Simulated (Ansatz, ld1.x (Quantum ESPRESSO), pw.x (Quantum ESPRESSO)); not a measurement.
Sb (bcc): variants of one TM potential in the solid

antimony (Sb), norm-conserving Troullier–Martins (Kleinman–Bylander form), made with ld1.x (Quantum ESPRESSO) 7.5 (PBE, scalar-relativistic). Core [Kr] 4d10, reference 5s2 5p3. Waves: 5s (bound): rc 1.85 bohr; 5p (bound): rc 2.05 bohr. Local part: the p channel. Core correction: a·sin(br)/r model core inside 1.80 bohr.

Crystal test: bcc Sb in pw.x 7.5, no spin, 12³ k-points, Fermi–Dirac smearing 0.01 Ry, cutoffs set for each file from its atomic test. The reference is all-electron LAPW (Ansatz 0.2.0) with the same functional, mesh and smearing; V0 and B0 come from Birch–Murnaghan fits to the pressures at five volumes. Errors are pseudo minus all-electron; Δ is the rms difference of the E(V) curves that follow from these fits, minima aligned, over ±6 % about the mean V0. Mesh and smearing are coarse, so the numbers serve the comparison and aren't converged zero-temperature values; the lattice is a test structure that the element need not adopt.

All-electron: a0 = 3.792 Å (V0 = 27.25 Å³/atom), B0 = 60.7 GPa.

Base: This is a poor potential for the solid.

1 further variants are left out: they gave no file fit for a test, a broken result, the same result as the base, or pressures whose basis-set error rivals the error shown.

A dash in a converged row means that the minimum lies outside the volumes sampled.

| change | cutoffs (Ry) | pw.x | mean pressure error (GPa) |
| --- | --- | --- | --- |
| base | 50/200 | converged | -8.18 |
| wave 5p (bound): rc 2.05 bohr becomes 5p (bound): rc 1.72 bohr | 85/340 | converged; bound ghost | -6.58 |
| wave 5p (bound): rc 2.05 bohr becomes 5p (bound): rc 2.26 bohr | 50/200 | converged | -8.11 |
| wave 5p (bound): rc 2.05 bohr becomes 5p (bound): rc 2.48 bohr | 50/200 | converged | -8.25 |

(1) Give the row for: wave 5p (bound): rc 2.05 bohr becomes 5p (bound): rc 2.86 bohr.

## Answers

(1) pw.x: converged; mean pressure error (GPa): -9.05.
